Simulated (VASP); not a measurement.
# Bi (C2/m) in VASP: notebook

Runs on Bi. Level: PBE. Tasks: single point.

Everything below comes from runs of VASP 6.6.1. Logs are shortened: lines on timing, memory, paths and dates and some standing lists are left out, and cuts for length are marked.

**1. The cell of the first run**

It takes space group C2/m (No. 12, monoclinic). Conventional cell: a = 6.977 Å, b = 6.265 Å, c = 3.359 Å, α = 90.00°, β = 112.04°, γ = 90.00°. Bi (site symmetry m) has 6 Bi at 3.17 to 3.64 Å as nearest neighbours.

This isn't the form of Bi at room conditions, which is rhombohedral.

**2. Single point, PBE (atoms 2 slide by one cell vector c)**

The input, INCAR:

```
PREC = Accurate
ENCUT = 520
EDIFF = 1E-6
ISMEAR = -1
SIGMA = 0.05
LREAL = False
LASPH = True
NELM = 100
ALGO = Normal
ISIF = 2
LWAVE = False
LCHARG = True
GGA = PE
LELF = True
LVHAR = True
NBANDS = 22
```

The input, KPOINTS:

```
Automatic mesh
0
Gamma
  5 5 7
```

The input, POSCAR:

```
Bi
1.0
    3.4885980000     -3.1325780000      0.0000000000
    3.4885980000      3.1325780000      0.0000000000
   -1.2602350000      0.0000000000      3.1135500000
Bi
2
Direct
    0.2454245820      0.2454245820      0.1535209006
    0.7545754418      0.7545754418      1.0131457661
```

Potentials or basis: VASP PAW PBE potentials, release 64 (Bi_d).

The run is started by

```
$ cat potpaw_PBE.64/Bi_d/POTCAR > POTCAR
$ mpirun -np 1 vasp_std > vasp.out
```

OUTCAR:

```text
PREC = Accurate
   ENCUT = 520
   EDIFF = 1E-6
   ISMEAR = -1
   LREAL = False
   LASPH = True
   NELM = 100
   ISIF = 2
   GGA = PE

 ion  position               nearest neighbor table
   1  0.245  0.245  0.154-   2 3.17   2 3.17   2 3.28   2 3.64   2 3.75
   2  0.755  0.755  0.013-   1 3.17   1 3.17   1 3.28   1 3.64   1 3.75

  LATTYP: Found a base centered monoclinic cell.
 ALAT       =     6.9771960000
 B/A-ratio  =     0.8979475423
 C/A-ratio  =     0.4814149259
 COS(beta)  =    -0.3751898342

  Lattice vectors:

 A1 = (   3.4885980000,  -3.1325780000,   0.0000000000)
 A2 = (   3.4885980000,   3.1325780000,   0.0000000000)
 A3 = (  -1.2602350000,   0.0000000000,   3.1135500000)

Analysis of symmetry for initial positions (statically):
=====================================================================
 Subroutine PRICEL returns:
 Original cell was already a primitive cell.

 Routine SETGRP: Setting up the symmetry group for a
 base centered monoclinic supercell.

 Subroutine GETGRP returns: Found  4 space group operations
 (whereof  2 operations were pure point group operations)
 out of a pool of  4 trial point group operations.

The static configuration has the point symmetry C_1h.
 The point group associated with its full space group is C_2h.

Analysis of symmetry for dynamics (positions and initial velocities):
=====================================================================
 Subroutine PRICEL returns:
 Original cell was already a primitive cell.

 Routine SETGRP: Setting up the symmetry group for a
 base centered monoclinic supercell.

 Subroutine GETGRP returns: Found  4 space group operations
 (whereof  2 operations were pure point group operations)
 out of a pool of  4 trial point group operations.

The dynamic configuration has the point symmetry C_1h.
 The point group associated with its full space group is C_2h.

 Subroutine INISYM returns: Found  4 space group operations
 (whereof  2 operations are pure point group operations),
 and found     1 'primitive' translations

----------------------------------------------------------------------------------------

                                     Primitive cell

  volume of cell :      68.0517

  direct lattice vectors                    reciprocal lattice vectors
     3.488598000 -3.132578000  0.000000000     0.143324052 -0.159612945  0.058011590
     3.488598000  3.132578000  0.000000000     0.143324052  0.159612945  0.058011590
    -1.260235000  0.000000000  3.113550000     0.000000000  0.000000000  0.321176792

  length of vectors
     4.688641694  4.688641694  3.358926295     0.222223807  0.222223807  0.321176792

  position of ions in fractional coordinates (direct lattice)
     0.245424582  0.245424582  0.153520901
     0.754575442  0.754575442  0.013145766

  ion indices of the primitive-cell ions
   primitive index   ion index
                 1           1
                 2           2

----------------------------------------------------------------------------------------

 KPOINTS: Automatic mesh

Automatic generation of k-mesh.
 Grid dimensions read from file:
 generate k-points for:    5    5    7

 Generating k-lattice:

  Cartesian coordinates                     Fractional coordinates (reciprocal lattice)
     0.028664810 -0.031922589  0.011602318     0.200000000  0.000000000  0.000000000
     0.028664810  0.031922589  0.011602318     0.000000000  0.200000000  0.000000000
     0.000000000  0.000000000  0.045882399     0.000000000  0.000000000  0.142857143

  Length of vectors
     0.044444761  0.044444761  0.045882399

  Shift w.r.t. Gamma in fractional coordinates (k-lattice)
     0.000000000  0.000000000  0.000000000

 Subroutine IBZKPT returns following result:
 ===========================================

 Found     54 irreducible k-points:

 Following reciprocal coordinates:
            Coordinates               Weight
  0.000000  0.000000  0.000000      1.000000
  0.200000  0.000000  0.000000      4.000000
  0.400000 -0.000000  0.000000      4.000000
  0.200000  0.200000  0.000000      2.000000
  0.400000  0.200000  0.000000      4.000000
 -0.400000  0.200000  0.000000      4.000000
[... 16 lines left out ...]
 -0.200000 -0.400000  0.142857      4.000000
 -0.200000 -0.200000  0.142857      2.000000
 [... further k-points ...]
   k-points           NKPTS =     54   k-points in BZ     NKDIM =     54   number of bands    NBANDS=     22
   number of dos      NEDOS =    301   number of ions     NIONS =      2
   total plane-waves  NPLWV =  36288
   dimension x,y,z NGX =    36 NGY =   36 NGZ =   28
   dimension x,y,z NGXF=    72 NGYF=   72 NGZF=   56
   ions per type =               2
   NGX,Y,Z   is equivalent  to a cutoff of  12.76, 12.76, 13.86 a.u.
   NGXF,Y,Z  is equivalent  to a cutoff of  25.53, 25.53, 27.72 a.u.
 SYSTEM =  unknown system
   PREC   = accura    normal or accurate (medium, high low for compatibility)
   ISTART =      0    job   : 0-new  1-cont  2-samecut
   ICHARG =      2    charge: 1-file 2-atom 10-const
   ISPIN  =      1    spin polarized calculation?
   LNONCOLLINEAR =      F non collinear calculations
   LSORBIT =      F    spin-orbit coupling
   LASPH  =      T    aspherical Exc in radial PAW
   ENCUT  =  520.0 eV  38.22 Ry    6.18 a.u.   8.72  8.72  6.25*2*pi/ulx,y,z
   NELM   =    100;   NELMIN=  2; NELMDL= -5     # of ELM steps
   EDIFF  = 0.1E-05   stopping-criterion for ELM
   LREAL  =      F    real-space projection
   EDIFFG = 0.1E-04   stopping-criterion for IOM
   NSW    =      0    number of steps for IOM
   IBRION =     -1    ionic relax: 0-MD 1-quasi-New 2-CG
   NFREE  =      0    steps in history (QN), initial steepest desc. (CG)
   ISIF   =      2    stress and relaxation
   ISYM   =      2    0-nonsym 1-usesym 2-fastsym
   POTIM  = 0.5000    time-step for ionic-motion
   TEBEG  =    0.0;   TEEND  =   0.0 temperature during run
   PSTRESS=    0.0 pullay stress
   NELECT =      30.0000    total number of electrons
   NUPDOWN=      -1.0000    fix difference up-down
   EMIN   =  10.00;   EMAX   =-10.00  energy-range for DOS
   EFERMI =   0.00;   METHOD = LEGACY
   ISMEAR =    -1;   SIGMA  =   0.05  broadening in eV -4-tet -1-fermi 0-gaus
   EFERMI_NEDOS =   21; number of points for ismear=-14 and -15
   IALGO  =     38    algorithm
   IMIX   =      4    mixing-type and parameters
     AMIX     =   0.40;   BMIX     =  1.00
     AMIX_MAG =   1.60;   BMIX_MAG =  1.00
  volume/ion in A,a.u.               =      34.03       229.62
  Fermi-wavevector in a.u.,A,eV,Ry     =   1.245955  2.354514 21.121737  1.552404
  Thomas-Fermi vector in A             =   2.380154
   LORBIT       =      0    0 simple, 1 ext, 2 COOP (PROOUT), +10 PAW based schemes
   GGA     = PE    functional components
   LHFCALC =     F    Hartree Fock is set to
   AEXX    =    0.0000 exact exchange contribution
   IVDW    =     0    specifies the selected vdW correction
   LEPSILON=     F    determine dielectric tensor
   LRPA    =     F    only Hartree local field effects (RPA)
 non-spin polarized calculation
  energy-cutoff  :      520.00
  volume of cell :       68.05
 maximum number of plane-waves:      1843
   NGX = 17   NGY = 17   NGZ = 13

 number of electron      29.9999996 magnetization

 Free energy of the ion-electron system (eV)
  ---------------------------------------------------
  ext. energy  EPLUGINS =         0.00000000
  ---------------------------------------------------
  free energy    TOTEN  =        -7.62275639 eV

  energy without entropy =       -7.61085225  energy(sigma->0) =       -7.61680432

 E-fermi :   6.7856     XC(G=0):  -9.7761

 val. band max:        6.7770547749   @ k =  -0.2000  -0.4000   0.2857
 cond. band min:       6.7865615593   @ k =  -0.2000   0.4000   0.2857
 fundamental gap:      0.0095067843
 Fermi energy:         6.7856150232

 k-point     1 :       0.0000    0.0000    0.0000
  band No.  band energies     occupation
      1     -16.2682      2.00000
      2     -16.1645      2.00000
      3     -16.1253      2.00000
      4     -16.1225      2.00000
      5     -16.0361      2.00000
      6     -16.0123      2.00000
[... 14 lines left out ...]
     21      15.1962      0.00000
     22      15.6476      0.00000

 k-point     2 :       0.2000    0.0000    0.0000
  band No.  band energies     occupation
      1     -16.2410      2.00000
      2     -16.1623      2.00000
      3     -16.1282      2.00000
      4     -16.1042      2.00000
      5     -16.0239      2.00000
      6     -16.0138      2.00000
[... 14 lines left out ...]
     21      15.3196      0.00000
     22      16.0923      0.00000

 k-point     3 :       0.4000   -0.0000    0.0000
  band No.  band energies     occupation
      1     -16.1869      2.00000
      2     -16.1603      2.00000
      3     -16.1171      2.00000
      4     -16.0598      2.00000
      5     -16.0383      2.00000
      6     -16.0062      2.00000
[... 14 lines left out ...]
     21      15.6445      0.00000
     22      16.8642      0.00000

 k-point     4 :       0.2000    0.2000    0.0000
  band No.  band energies     occupation
      1     -16.2554      2.00000
      2     -16.1596      2.00000
      3     -16.1154      2.00000
      4     -16.0990      2.00000
      5     -16.0352      2.00000
      6     -16.0110      2.00000
[... 14 lines left out ...]
     21      15.6776      0.00000
     22      16.7025      0.00000

 k-point     5 :       0.4000    0.2000    0.0000
  band No.  band energies     occupation
      1     -16.2295      2.00000
      2     -16.1563      2.00000
      3     -16.0983      2.00000
      4     -16.0672      2.00000
      5     -16.0222      2.00000
      6     -16.0098      2.00000
[... 417 lines left out ...]
 k-point    22 :      -0.4000   -0.4000    0.1429
  band No.  band energies     occupation
      1     -16.2262      2.00000
      2     -16.1291      2.00000
      3     -16.0799      2.00000
      4     -16.0662      2.00000
      5     -16.0472      2.00000
      6     -16.0003      2.00000
[... 14 lines left out ...]
     21      15.7937      0.00000
     22      16.2272      0.00000

 k-point    23 :      -0.2000   -0.4000    0.1429
  band No.  band energies     occupation
      1     -16.2127      2.00000
      2     -16.1302      2.00000
      3     -16.0871      2.00000
      4     -16.0729      2.00000
      5     -16.0374      2.00000
      6     -16.0179      2.00000
[... 14 lines left out ...]
     21      14.9103      0.00000
     22      16.4541      0.00000

 k-point    24 :      -0.2000   -0.2000    0.1429
  band No.  band energies     occupation
      1     -16.2458      2.00000
      2     -16.1306      2.00000
      3     -16.1027      2.00000
      4     -16.0831      2.00000
      5     -16.0526      2.00000
      6     -16.0249      2.00000
[... 14 lines left out ...]
     21      14.1769      0.00000
     22      15.4101      0.00000

 [... further k-points ...]
[... 5 lines left out ...]
  --------------------------------------------------------------------------------------
  -------------------------------------------------------------------------------------
  Total       -0.9289288      1.9261438     -0.3277148      0.0000000      0.0000000      0.0632897
  in kB      -21.8702792     45.3482612     -7.7155693      0.0000000      0.0000000      1.4900636
  external PRESSURE =       5.2541376 kB  Pullay stress =       0.0000000 kB

 VOLUME and BASIS-vectors are now :
 -----------------------------------------------------------------------------
  energy-cutoff  :      520.00
  volume of cell :       68.05
      direct lattice vectors                 reciprocal lattice vectors
     3.488598000 -3.132578000  0.000000000     0.143324052 -0.159612945  0.058011590
     3.488598000  3.132578000  0.000000000     0.143324052  0.159612945  0.058011590
    -1.260235000  0.000000000  3.113550000     0.000000000  0.000000000  0.321176792

 POSITION                                       TOTAL-FORCE (eV/Angst)
 -----------------------------------------------------------------------------------
      1.51890      0.00000      0.47800        -0.097813      0.000000      0.224218
      5.24825      0.00000      0.04093         0.097813      0.000000     -0.224218
 -----------------------------------------------------------------------------------
    total drift:                                0.000001      0.000000      0.000052

  FREE ENERGIE OF THE ION-ELECTRON SYSTEM (eV)
  ---------------------------------------------------
  free  energy   TOTEN  =        -7.6227563925 eV

  energy  without entropy=       -7.6108522502  energy(sigma->0) =       -7.61680432
```

It took 22 s on 1 thread of Intel Xeon 6975P-C (Granite Rapids), shared host; peak memory 0.21 GiB.

Results:

```
Free energy            : -7.6228 eV
Pressure               : 0.5 GPa
Largest force          : 0.245 eV/Å
Band gap on the k mesh : none (metal or under the smearing width)
```

Forces on the atoms (eV/Å):
```
Bi  -0.098  0.000  0.224
Bi   0.098  0.000 -0.224
```

Stress tensor (GPa, compression positive):
```
-2.19  0.00  0.15
 0.00  4.53  0.00
 0.15  0.00 -0.77
```

Caveat: spin-orbit coupling is left out, which moves the levels of the heavy elements.

**3. Single point, PBE (atoms 2 slide by one cell vector c)**

The input, INCAR:

```
ALGO = Normal
EDIFF = 1E-7
ENCUT = 520
GGA = PE
ISIF = 2
ISMEAR = -1
LASPH = True
LCHARG = False
LREAL = False
LWAVE = False
NBANDS = 22
NELM = 100
PREC = Accurate
SIGMA = 0.05
```

The input, KPOINTS:

```
k-points
0
Gamma
  5 5 7
```

The input, POSCAR:

```
Bi
1.0
    3.4885980000     -3.1325780000      0.0000000000
    3.4885980000      3.1325780000      0.0000000000
   -1.2602350000      0.0000000000      3.1135500000
Bi
2
Direct
    0.2475451556      0.2475451556      0.1626506721
    0.7524548921      0.7524548921      1.1706826613
```

Potentials or basis: VASP PAW PBE potentials, release 64 (Bi_d).

The run is started by

```
$ cat potpaw_PBE.64/Bi_d/POTCAR > POTCAR
$ mpirun -np 1 vasp_std > vasp.out
```

OUTCAR:

```text
EDIFF = 1E-7
   ENCUT = 520
   GGA = PE
   ISIF = 2
   ISMEAR = -1
   LASPH = True
   LREAL = False
   NELM = 100
   PREC = Accurate

 ion  position               nearest neighbor table
   1  0.248  0.248  0.163-   2 3.13   2 3.13   2 3.46   2 3.51   2 3.79   2 3.86
   2  0.752  0.752  0.171-   1 3.13   1 3.13   1 3.46   1 3.51   1 3.79   1 3.86

  LATTYP: Found a base centered monoclinic cell.
 ALAT       =     6.9771960000
 B/A-ratio  =     0.8979475423
 C/A-ratio  =     0.4814149259
 COS(beta)  =    -0.3751898342

  Lattice vectors:
[... 192 lines left out ...]
      3     -16.1422      2.00000
      4     -16.1399      2.00000
      5     -16.0673      2.00000
      6     -16.0428      2.00000
[... 589 lines left out ...]
     21      13.9417      0.00000
     22      15.4423      0.00000

 [... further k-points ...]
[... 5 lines left out ...]
  --------------------------------------------------------------------------------------
  -------------------------------------------------------------------------------------
  Total       -0.9900213      2.4245290     -0.5192093      0.0000000      0.0000000      0.0366215
  in kB      -23.3086153     57.0820167    -12.2240286      0.0000000      0.0000000      0.8622004
  external PRESSURE =       7.1831243 kB  Pullay stress =       0.0000000 kB

 VOLUME and BASIS-vectors are now :
 -----------------------------------------------------------------------------
  energy-cutoff  :      520.00
  volume of cell :       68.05
      direct lattice vectors                 reciprocal lattice vectors
     3.488598000 -3.132578000  0.000000000     0.143324052 -0.159612945  0.058011590
     3.488598000  3.132578000  0.000000000     0.143324052  0.159612945  0.058011590
    -1.260235000  0.000000000  3.113550000     0.000000000  0.000000000  0.321176792

 POSITION                                       TOTAL-FORCE (eV/Angst)
 -----------------------------------------------------------------------------------
      1.52219      0.00000      0.50642         0.020251      0.000000      0.002214
      5.03492      0.00000      0.53143        -0.020251      0.000000     -0.002214
 -----------------------------------------------------------------------------------
    total drift:                                0.000027     -0.000000     -0.000041

  FREE ENERGIE OF THE ION-ELECTRON SYSTEM (eV)
  ---------------------------------------------------
  free  energy   TOTEN  =        -7.5362324964 eV

  energy  without entropy=       -7.5265239159  energy(sigma->0) =       -7.53137821
```

OSZICAR:

```text
N       E                     dE             d eps       ncg     rms          rms(c)
DAV:   1     0.308193107862E+03    0.30819E+03   -0.16130E+04  2382   0.166E+03
DAV:   2     0.184664709749E+02   -0.28973E+03   -0.28247E+03  2442   0.443E+02
DAV:   3    -0.664913887087E+01   -0.25116E+02   -0.24809E+02  2912   0.143E+02
DAV:   4    -0.750219463544E+01   -0.85306E+00   -0.85248E+00  2840   0.289E+01
DAV:   5    -0.753925025033E+01   -0.37056E-01   -0.37054E-01  3454   0.541E+00    0.757E-01
DAV:   6    -0.753540757356E+01    0.38427E-02   -0.18492E-02  3070   0.153E+00    0.448E-01
DAV:   7    -0.753598301005E+01   -0.57544E-03   -0.11115E-02  3126   0.118E+00    0.117E-01
DAV:   8    -0.753622978569E+01   -0.24678E-03   -0.13968E-03  2808   0.429E-01    0.155E-02
DAV:   9    -0.753623440782E+01   -0.46221E-05   -0.48590E-05  3590   0.635E-02    0.547E-03
DAV:  10    -0.753623258686E+01    0.18210E-05   -0.28150E-06  3194   0.143E-02    0.173E-03
DAV:  11    -0.753623249644E+01    0.90423E-07   -0.41418E-07  2566   0.649E-03
   1 F= -.75362325E+01 E0= -.75313782E+01  d E =-.970858E-02
```

Wall time 22 s (1 thread of Intel Xeon 6975P-C (Granite Rapids), shared host); peak memory 0.2 GiB.

What came out:

```
Free energy            : -7.5362 eV
Pressure               : 0.7 GPa
Largest force          : 0.020 eV/Å
Band gap on the k mesh : none (metal or under the smearing width)
```

Forces on the atoms (eV/Å):
```
Bi   0.020  0.000  0.002
Bi  -0.020  0.000 -0.002
```

Caveat: spin-orbit coupling is left out, which moves the levels of the heavy elements.
